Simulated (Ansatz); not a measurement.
Crystal: SiC (Moissanite).

```
Si C
1.0
     3.07600    0.00000    0.00000
    -1.53800    2.66389    0.00000
     0.00000    0.00000    5.04800
Si C
2 2
Direct
  0.66667 0.33333 0.50000
  0.33333 0.66667 0.00000
  0.66667 0.33333 0.88500
  0.33333 0.66667 0.38500
```

Base run:

| Quantity | Value |
| --- | --- |
| Program | Ansatz 0.2.0 |
| Functional | m-r2SCAN |
| Potentials or basis | Ansatz PAW |
| Cutoff | 500 eV (not typed: the program's choice for these potentials) |
| k mesh | 10 × 10 × 5 |
| Occupations | fermi-dirac, width 0.05 eV |
| Spin | no spin polarisation |

Its results: band gap on the k mesh 2.85 eV, indirect (least direct gap 4.58 eV); pressure 0.2 GPa; largest force 0.773 eV/Å.

Task: The run is repeated on the same cell with these changes: functional from m-r2SCAN to PBE; cutoff from 500 eV (not typed: the program's choice for these potentials) to 250 eV. What comes out?

Result: Band gap on the k mesh 2.47 eV, indirect (least direct gap 4.00 eV); pressure 5.4 GPa; largest force 0.822 eV/Å.

m-r2SCAN gives the wider gap, since meta-GGAs in the generalised Kohn-Sham scheme recover part of the derivative discontinuity.

Caveats: the k mesh misses the band edges, so the gap on the mesh is wider than the one along the path (some runs); the PAW data sets come from PBE, with cores solved anew for the run's functional, which leaves a small shift of forces and pressure (some runs); odd divisions of the mesh miss points on the zone boundary, where band edges often lie, so the gap on the mesh can be too wide (some runs); the pressure holds a Pulay correction of +16.2 GPa for the finite cutoff (some runs); the cutoff lies under the one recommended for these potentials (some runs).
